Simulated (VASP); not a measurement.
# Pt (Fm-3m) in VASP: further runs

One crystal, Pt, is run at these levels: rSCAN, LDA; tasks: band structure, equation of state.

Everything below comes from runs of VASP 6.6.1. Logs are shortened: lines on timing, memory, paths and dates and some standing lists are left out, and cuts for length are marked.

## 1. The crystal as given

The structure is cubic, space group Fm-3m (No. 225). The conventional cell has a = 3.922 Å, b = 3.922 Å, c = 3.922 Å, α = 90.00°, β = 90.00°, γ = 90.00°. Pt (site symmetry m-3m) is surrounded by 12 Pt at 2.77 Å.

## 2. Band structure, rSCAN

Input file INCAR:

```
  PREC = Accurate
  ENCUT = 520
  EDIFF = 1E-6
  ISMEAR = -1
  SIGMA = 0.05
  LREAL = False
  LASPH = True
  NELM = 80
  ALGO = Normal
  ISIF = 2
  LWAVE = False
  LCHARG = False
  LMAXMIX = 4
  METAGGA = RSCAN
  LMIXTAU = True
  NBANDS = 11
```

Input file KPOINTS:

```
Automatic mesh
0
Gamma
  12 12 12
```

Input file POSCAR:

```
Pt
1.0
    0.0000000000      1.9609000000      1.9609000000
    1.9609000000      0.0000000000      1.9609000000
    1.9609000000      1.9609000000      0.0000000000
Pt
1
Direct
    0.0000000000      0.0000000000      0.0000000000
```

Input file KPOINTS_OPT:

```
path GXWKGLUWLK,UX
15
line-mode
reciprocal
 0.0000000000  0.0000000000  0.0000000000  G
 0.5000000000  0.0000000000  0.5000000000  X

 0.5000000000  0.0000000000  0.5000000000  X
 0.5000000000  0.2500000000  0.7500000000  W

 0.5000000000  0.2500000000  0.7500000000  W
 0.3750000000  0.3750000000  0.7500000000  K

 0.3750000000  0.3750000000  0.7500000000  K
 0.0000000000  0.0000000000  0.0000000000  G

 0.0000000000  0.0000000000  0.0000000000  G
 0.5000000000  0.5000000000  0.5000000000  L

 0.5000000000  0.5000000000  0.5000000000  L
 0.6250000000  0.2500000000  0.6250000000  U

 0.6250000000  0.2500000000  0.6250000000  U
 0.5000000000  0.2500000000  0.7500000000  W

 0.5000000000  0.2500000000  0.7500000000  W
 0.5000000000  0.5000000000  0.5000000000  L

 0.5000000000  0.5000000000  0.5000000000  L
 0.3750000000  0.3750000000  0.7500000000  K

 0.6250000000  0.2500000000  0.6250000000  U
 0.5000000000  0.0000000000  0.5000000000  X
```

Potentials or basis: VASP PAW PBE potentials, release 64 (Pt).

Run with:

```console
cat potpaw_PBE.64/Pt/POTCAR > POTCAR
mpirun -np 1 vasp_std > vasp.out
```

OUTCAR:

```text
PREC = Accurate
   ENCUT = 520
   EDIFF = 1E-6
   ISMEAR = -1
   LREAL = False
   LASPH = True
   NELM = 80
   ISIF = 2
   METAGGA = RSCAN

 ion  position               nearest neighbor table
   1  0.000  0.000  0.000-

  LATTYP: Found a face centered cubic cell.
 ALAT       =     3.9218000000

  Lattice vectors:

 A1 = (   0.0000000000,   1.9609000000,   1.9609000000)
 A2 = (   1.9609000000,   0.0000000000,   1.9609000000)
 A3 = (   1.9609000000,   1.9609000000,   0.0000000000)

Analysis of symmetry for initial positions (statically):
=====================================================================
 Subroutine PRICEL returns:
 Original cell was already a primitive cell.

 Routine SETGRP: Setting up the symmetry group for a
 face centered cubic supercell.

 Subroutine GETGRP returns: Found 48 space group operations
 (whereof 48 operations were pure point group operations)
 out of a pool of 48 trial point group operations.

The static configuration has the point symmetry O_h .

Analysis of symmetry for dynamics (positions and initial velocities):
=====================================================================
 Subroutine PRICEL returns:
 Original cell was already a primitive cell.

 Routine SETGRP: Setting up the symmetry group for a
 face centered cubic supercell.

 Subroutine GETGRP returns: Found 48 space group operations
 (whereof 48 operations were pure point group operations)
 out of a pool of 48 trial point group operations.

The dynamic configuration has the point symmetry O_h .

 Subroutine INISYM returns: Found 48 space group operations
 (whereof 48 operations are pure point group operations),
 and found     1 'primitive' translations

----------------------------------------------------------------------------------------

                                     Primitive cell

  volume of cell :      15.0798

  direct lattice vectors                    reciprocal lattice vectors
     0.000000000  1.960900000  1.960900000    -0.254984956  0.254984956  0.254984956
     1.960900000  0.000000000  1.960900000     0.254984956 -0.254984956  0.254984956
     1.960900000  1.960900000  0.000000000     0.254984956  0.254984956 -0.254984956

  length of vectors
     2.773131374  2.773131374  2.773131374     0.441646899  0.441646899  0.441646899

  position of ions in fractional coordinates (direct lattice)
     0.000000000  0.000000000  0.000000000

  ion indices of the primitive-cell ions
   primitive index   ion index
                 1           1

----------------------------------------------------------------------------------------

 KPOINTS: Automatic mesh

Automatic generation of k-mesh.
 Grid dimensions read from file:
 generate k-points for:   12   12   12

 Generating k-lattice:

  Cartesian coordinates                     Fractional coordinates (reciprocal lattice)
    -0.021248746  0.021248746  0.021248746     0.083333333  0.000000000  0.000000000
     0.021248746 -0.021248746  0.021248746     0.000000000  0.083333333  0.000000000
     0.021248746  0.021248746 -0.021248746     0.000000000  0.000000000  0.083333333

  Length of vectors
     0.036803908  0.036803908  0.036803908

  Shift w.r.t. Gamma in fractional coordinates (k-lattice)
     0.000000000  0.000000000  0.000000000

 Subroutine IBZKPT returns following result:
 ===========================================

 Found     72 irreducible k-points:

 Following reciprocal coordinates:
            Coordinates               Weight
  0.000000  0.000000  0.000000      1.000000
  0.083333  0.000000  0.000000      8.000000
  0.166667  0.000000  0.000000      8.000000
  0.250000  0.000000  0.000000      8.000000
  0.333333  0.000000  0.000000      8.000000
  0.416667  0.000000  0.000000      8.000000
[... 16 lines left out ...]
  0.500000  0.166667  0.000000     24.000000
 -0.416667  0.166667  0.000000     24.000000
 [... further k-points ...]
   k-points           NKPTS =     72   k-points in BZ     NKDIM =     72   number of bands    NBANDS=     11
   number of dos      NEDOS =    301   number of ions     NIONS =      1
   total plane-waves  NPLWV =  13824
   dimension x,y,z NGX =    24 NGY =   24 NGZ =   24
   dimension x,y,z NGXF=    48 NGYF=   48 NGZF=   48
   ions per type =               1
   NGX,Y,Z   is equivalent  to a cutoff of  14.39, 14.39, 14.39 a.u.
   NGXF,Y,Z  is equivalent  to a cutoff of  28.78, 28.78, 28.78 a.u.
 SYSTEM =  unknown system
   PREC   = accura    normal or accurate (medium, high low for compatibility)
   ISTART =      0    job   : 0-new  1-cont  2-samecut
   ICHARG =      2    charge: 1-file 2-atom 10-const
   ISPIN  =      1    spin polarized calculation?
   LNONCOLLINEAR =      F non collinear calculations
   LSORBIT =      F    spin-orbit coupling
   LASPH  =      T    aspherical Exc in radial PAW
   ENCUT  =  520.0 eV  38.22 Ry    6.18 a.u.   5.16  5.16  5.16*2*pi/ulx,y,z
   NELM   =     80;   NELMIN=  2; NELMDL= -5     # of ELM steps
[... 32 lines left out ...]
  energy-cutoff  :      520.00
  volume of cell :       15.08
 maximum number of plane-waves:       419
 NGX is ok and might be reduce to    24
   NGX = 11   NGY = 11   NGZ = 11

 number of electron      10.0000000 magnetization

 Free energy of the ion-electron system (eV)
  ---------------------------------------------------
  ext. energy  EPLUGINS =         0.00000000
  ---------------------------------------------------
  free energy    TOTEN  =       -91.64745316 eV

  energy without entropy =      -91.63285100  energy(sigma->0) =      -91.64015208

 E-fermi :  10.9549     XC(G=0): -14.6365

 val. band max:       10.9473398293   @ k =   0.4167   0.2500   0.0000
 cond. band min:      10.9553696435   @ k =  -0.4167   0.3333   0.0833
 fundamental gap:      0.0080298142
 Fermi energy:        10.9548695279

 k-point     1 :       0.0000    0.0000    0.0000
  band No.  band energies     occupation
      1       0.5290      2.00000
      2       7.0484      2.00000
      3       7.0484      2.00000
      4       7.0484      2.00000
      5       9.2037      2.00000
      6       9.2037      2.00000
      7      26.4532      0.00000
      8      31.6003      0.00000
      9      31.6003      0.00000
     10      31.6003      0.00000
     11      37.2678      0.00000

 k-point     2 :       0.0833    0.0000    0.0000
  band No.  band energies     occupation
      1       0.8176      2.00000
      2       6.9255      2.00000
      3       7.1599      2.00000
      4       7.1599      2.00000
      5       9.1454      2.00000
      6       9.1454      2.00000
      7      26.8881      0.00000
      8      30.2299      0.00000
      9      32.0370      0.00000
     10      32.0370      0.00000
     11      38.6439      0.00000

 k-point     3 :       0.1667    0.0000    0.0000
  band No.  band energies     occupation
      1       1.6156      2.00000
      2       6.6839      2.00000
      3       7.3832      2.00000
      4       7.3832      2.00000
      5       9.1041      2.00000
      6       9.1041      2.00000
      7      27.7107      0.00000
      8      27.9412      0.00000
      9      33.2487      0.00000
     10      33.2487      0.00000
     11      37.1174      0.00000

 k-point     4 :       0.2500    0.0000    0.0000
  band No.  band energies     occupation
      1       2.6367      2.00000
      2       6.7218      2.00000
      3       7.4170      2.00000
      4       7.4170      2.00000
      5       9.4115      2.00000
      6       9.4115      2.00000
      7      24.9954      0.00000
      8      28.2168      0.00000
      9      34.6832      0.00000
     10      34.6832      0.00000
     11      35.7043      0.00000
[... 239 lines left out ...]
 k-point    22 :       0.4167    0.1667    0.0000
  band No.  band energies     occupation
      1       4.1480      2.00000
      2       6.3770      2.00000
      3       6.9305      2.00000
      4       7.9501      2.00000
      5      10.8925      1.55381
      6      11.5561      0.00001
      7      20.9406      0.00000
      8      27.7915      0.00000
      9      29.1829      0.00000
     10      31.0861      0.00000
     11      38.9053      0.00000

 k-point    23 :       0.5000    0.1667    0.0000
  band No.  band energies     occupation
      1       4.2142      2.00000
      2       6.3567      2.00000
      3       7.7169      2.00000
      4       7.7479      2.00000
      5      11.0307      0.35987
      6      13.6003      0.00000
      7      17.8156      0.00000
      8      26.9865      0.00000
      9      29.2775      0.00000
     10      29.6938      0.00000
     11      39.5650      0.00000

 k-point    24 :      -0.4167    0.1667    0.0000
  band No.  band energies     occupation
      1       4.2740      2.00000
      2       6.3701      2.00000
      3       7.6523      2.00000
      4       8.0433      2.00000
      5      10.6279      1.99711
      6      14.1928      0.00000
      7      17.3452      0.00000
      8      26.5547      0.00000
      9      28.7837      0.00000
     10      30.4452      0.00000
     11      39.0933      0.00000

 [... further k-points ...]

------------------------ aborting loop because EDIFF is reached ----------------------------------------

  FORCE on cell =-STRESS in cart. coord.  units (eV):
  Direction    XX          YY          ZZ          XY          YZ          ZX
  --------------------------------------------------------------------------------------
  -------------------------------------------------------------------------------------
  Total        0.4659588      0.4659588      0.4659588     -0.0000000      0.0000000     -0.0000000
  in kB       49.5064472     49.5064472     49.5064472     -0.0000000      0.0000000     -0.0000000
  external PRESSURE =      49.5064472 kB  Pullay stress =       0.0000000 kB

 VOLUME and BASIS-vectors are now :
 -----------------------------------------------------------------------------
  energy-cutoff  :      520.00
  volume of cell :       15.08
      direct lattice vectors                 reciprocal lattice vectors
     0.000000000  1.960900000  1.960900000    -0.254984956  0.254984956  0.254984956
     1.960900000  0.000000000  1.960900000     0.254984956 -0.254984956  0.254984956
     1.960900000  1.960900000  0.000000000     0.254984956  0.254984956 -0.254984956

 POSITION                                       TOTAL-FORCE (eV/Angst)
 -----------------------------------------------------------------------------------
      0.00000      0.00000      0.00000         0.000000      0.000000      0.000000
 -----------------------------------------------------------------------------------
    total drift:                               -0.000000     -0.000000      0.000000

  FREE ENERGIE OF THE ION-ELECTRON SYSTEM (eV)
  ---------------------------------------------------
  free  energy   TOTEN  =       -91.6474531570 eV

  energy  without entropy=      -91.6328510010  energy(sigma->0) =      -91.64015208
```

It took 76 s on 1 thread of AMD EPYC 9R45 (Zen 5), shared host; peak memory 0.12 GiB.

Results:

```yaml
Free_energy: -91.6475 eV
Pressure: 5.0 GPa
Band_gap_along_the_path: none (metal or under the smearing width)
```

Levels at the corners of the path, in eV from the Fermi level:
```
point  band 3  band 4  band 5  band 6  band 7  band 8
    Γ   -3.91   -3.91   -1.75   -1.75   15.50   20.65
    X   -0.07    0.51    0.51    2.02    9.37   12.06
    X   -0.07    0.51    0.51    2.02    9.37   12.06
    W   -4.68   -2.10    0.51    7.59    8.73    8.73
    W   -4.68   -2.10    0.51    7.59    8.73    8.73
    K   -2.91   -1.42   -0.18    6.17    7.09   10.62
    K   -2.91   -1.42   -0.18    6.17    7.09   10.62
    Γ   -3.91   -3.91   -1.75   -1.75   15.50   20.65
    Γ   -3.91   -3.91   -1.75   -1.75   15.50   20.65
    L   -4.01   -0.29    0.01    0.01    6.18   15.08
    L   -4.01   -0.29    0.01    0.01    6.18   15.08
    U   -2.91   -1.42   -0.18    6.17    7.09   10.62
    U   -2.91   -1.42   -0.18    6.17    7.09   10.62
    W   -4.68   -2.10    0.51    7.59    8.73    8.73
    W   -4.68   -2.10    0.51    7.59    8.73    8.73
    L   -4.01   -0.29    0.01    0.01    6.18   15.08
    L   -4.01   -0.29    0.01    0.01    6.18   15.08
    K   -2.91   -1.42   -0.18    6.17    7.09   10.62
    U   -2.91   -1.42   -0.18    6.17    7.09   10.62
    X   -0.07    0.51    0.51    2.02    9.37   12.06
```

Caveat: the PAW data sets were made with another functional, which shifts forces and pressure a little; spin-orbit coupling is left out, which moves the levels of the heavy elements.

## 3. Equation of state, LDA, 14.22 Å³/atom (a relaxed cell with its volume scaled by 0.96)

Input file INCAR:

```
PREC = Accurate
ENCUT = 520
EDIFF = 1E-7
ISMEAR = -1
SIGMA = 0.05
LREAL = F
LASPH = T
NELM = 100
ALGO = Normal
ISIF = 2
LWAVE = F
LCHARG = F
```

Input file KPOINTS:

```
Automatic mesh
0
Gamma
  10 10 10
```

Input file POSCAR:

```
Pt                                      
1.0
    0.0000000000      1.9228469607      1.9228469607
    1.9228469607      0.0000000000      1.9228469607
    1.9228469607      1.9228469607      0.0000000000
  Pt            
     1
Direct
     0.0000000000000000    0.0000000000000000    1.0000000000000000
```

Potentials or basis: VASP PAW LDA potentials, release 64 (Pt).

Run with:

```console
cat potpaw_LDA.64/Pt/POTCAR > POTCAR
mpirun -np 1 vasp_std > vasp.out
```

Wall time 3.6 s (1 thread of Intel Xeon Platinum 8488C (Sapphire Rapids), shared host); peak memory 0.12 GiB.

Results (log left out):

```
Free energy            : -7.4708 eV
Pressure               : 13.8 GPa
Band gap on the k mesh : none (metal or under the smearing width)
```

## 4. Equation of state, LDA, 14.52 Å³/atom (a relaxed cell with its volume scaled by 0.98)

INCAR is that of step 3.

KPOINTS is that of step 3.

Input file POSCAR:

```
Pt                                      
1.0
    0.0000000000      1.9361083933      1.9361083933
    1.9361083933      0.0000000000      1.9361083933
    1.9361083933      1.9361083933      0.0000000000
  Pt            
     1
Direct
     0.0000000000000000    0.0000000000000000    1.0000000000000000
```

Run with:

```console
cat potpaw_LDA.64/Pt/POTCAR > POTCAR
mpirun -np 1 vasp_std > vasp.out
```

It took 3.8 s on 1 thread of Intel Xeon Platinum 8488C (Sapphire Rapids), shared host; peak memory 0.12 GiB.

The run converged. Its results:

- Free energy: -7.4896 eV
- Pressure: 6.4 GPa
- Band gap on the k mesh: none (metal or under the smearing width)

## 5. Equation of state, LDA, 14.81 Å³/atom

INCAR is that of step 4.

KPOINTS is that of step 4.

Input file POSCAR:

```
Pt                                      
1.0
    0.0000000000      1.9491906036      1.9491906036
    1.9491906036      0.0000000000      1.9491906036
    1.9491906036      1.9491906036      0.0000000000
  Pt            
     1
Direct
     0.0000000000000000    0.0000000000000000    1.0000000000000000
```

Run with:

```console
cat potpaw_LDA.64/Pt/POTCAR > POTCAR
mpirun -np 1 vasp_std > vasp.out
```

Run time: 4.9 s. Hardware: 1 thread of Intel Xeon Platinum 8488C (Sapphire Rapids), shared host; peak memory 0.13 GiB.

It converged, with:

```yaml
Free_energy: -7.4956 eV
Pressure: -0.1 GPa
Band_gap_on_the_k_mesh: none (metal or under the smearing width)
```

## 6. Equation of state, LDA, 15.11 Å³/atom (a relaxed cell with its volume scaled by 1.02)

INCAR is that of step 5.

KPOINTS is that of step 5.

Input file POSCAR:

```
Pt                                      
1.0
    0.0000000000      1.9620995268      1.9620995268
    1.9620995268      0.0000000000      1.9620995268
    1.9620995268      1.9620995268      0.0000000000
  Pt            
     1
Direct
     0.0000000000000000    0.0000000000000000    1.0000000000000000
```

Potentials or basis: VASP PAW LDA potentials, release 64 (Pt).

Run with:

```console
cat potpaw_LDA.64/Pt/POTCAR > POTCAR
mpirun -np 1 vasp_std > vasp.out
```

Wall time 4.2 s (1 thread of Intel Xeon Platinum 8488C (Sapphire Rapids), shared host); peak memory 0.13 GiB.

The run converged. Its results:

```
Free energy            : -7.4902 eV
Pressure               : -5.9 GPa
Band gap on the k mesh : none (metal or under the smearing width)
```

## 7. Equation of state, LDA, 15.40 Å³/atom (a relaxed cell with its volume scaled by 1.04)

INCAR is that of step 6.

KPOINTS is that of step 6.

Input file POSCAR:

```
Pt                                      
1.0
    0.0000000000      1.9748407899      1.9748407899
    1.9748407899      0.0000000000      1.9748407899
    1.9748407899      1.9748407899      0.0000000000
  Pt            
     1
Direct
     0.0000000000000000    0.0000000000000000    1.0000000000000000
```

Run with:

```console
cat potpaw_LDA.64/Pt/POTCAR > POTCAR
mpirun -np 1 vasp_std > vasp.out
```

Wall time 4.3 s (1 thread of Intel Xeon Platinum 8488C (Sapphire Rapids), shared host); peak memory 0.13 GiB.

The run converged. Its results:

| Quantity | Value |
| --- | --- |
| Free energy | -7.4749 eV |
| Pressure | -10.9 GPa |
| Band gap on the k mesh | none (metal or under the smearing width) |

## 8. Equation of state, LDA

This run uses another cell than the first one, of 14.81 Å³/atom, 0.982 times its volume.

Potentials or basis: VASP PAW LDA potentials, release 64 (Pt).

This step only gathers the single runs of the series.

What came out:

- Equilibrium volume: 14.81 Å³/atom
- Bulk modulus: 306 GPa
- Pressure derivative of the bulk modulus: 5.2 (rough: it moves with the points fitted)

Energy against volume, from the lowest point:
```
volume (Å³/atom)  energy (meV/atom)
          14.219              24.81
          14.515               5.98
          14.811               0.00
          15.108               5.36
          15.404              20.72
```

## 9. The reference run

An earlier run on the cell as given: functional PBE; potentials or basis VASP PAW PBE potentials, release 64 (Pt); cutoff 520 eV; k mesh 12 × 12 × 12; occupations fermi-dirac, width 0.05 eV; no spin polarisation.

* Pressure: 9.7 GPa
* Band gap on the k mesh: none (metal or under the smearing width)

## 10. The runs side by side

| task | level | potentials or basis | cell | k mesh | ladder | pressure (GPa) |
| --- | --- | --- | --- | --- | --- | --- |
| band structure | rSCAN | VASP PAW PBE potentials, release 64 (Pt) | Fm-3m, 15.08 Å³/atom | 12 × 12 × 12 | - | 5.0 |
| equation of state | LDA | VASP PAW LDA potentials, release 64 (Pt) | Fm-3m, 14.81 Å³/atom | 10 × 10 × 10 | gaps | - |
| single point | PBE | VASP PAW PBE potentials, release 64 (Pt) | Fm-3m, 15.08 Å³/atom | 12 × 12 × 12 | - | 9.7 |

Alike in all rows: no spin polarisation; cutoff (eV) 520; smearing fermi-dirac 0.05 eV.

Caveats: the PAW data sets were made with another functional, which shifts forces and pressure a little (some runs); spin-orbit coupling is left out, which moves the levels of the heavy elements (some runs).

Total energies depend on the potentials used, so only differences within one code and one set of settings carry meaning.
